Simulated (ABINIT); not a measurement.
CsSnI3:

```
Cs I Sn
1.0
     6.20570    0.00000    0.00000
     0.00000    6.20570    0.00000
     0.00000    0.00000    6.20570
Cs I Sn
1 3 1
Cartesian
  0.0000 0.0000 0.0000
  3.1029 3.1029 0.0000
  3.1029 0.0000 3.1029
  0.0000 3.1029 3.1029
  3.1029 3.1029 3.1029
```

Base run:

* Program: ABINIT 10.8.3 (patched build)
* Functional: PBEsol
* Potentials or basis: PseudoDojo NC SR PBEsol v0.4.1 standard
* Cutoff: 871 eV
* k mesh: 4 × 4 × 4
* Occupations: fermi-dirac, width 0.05 eV
* Spin: no spin polarisation

Its results: band gap on the k mesh 0.25 eV, direct; pressure -0.6 GPa.

Problem. The run is repeated on the same cell with these changes: functional from PBEsol to PBE; potentials or basis from PseudoDojo NC SR PBEsol v0.4.1 standard to PseudoDojo NC SR PBE v0.4.1 standard; cutoff from 871 eV to 952 eV. What comes out?

Solution. Band gap on the k mesh 0.30 eV, direct; pressure 0.8 GPa.

Caveats: spin-orbit coupling is left out, which moves the levels of the heavy elements; the cell was measured hot, at 500 K.

A k mesh can miss the band edges.

Not every run made on this cell is shown here.
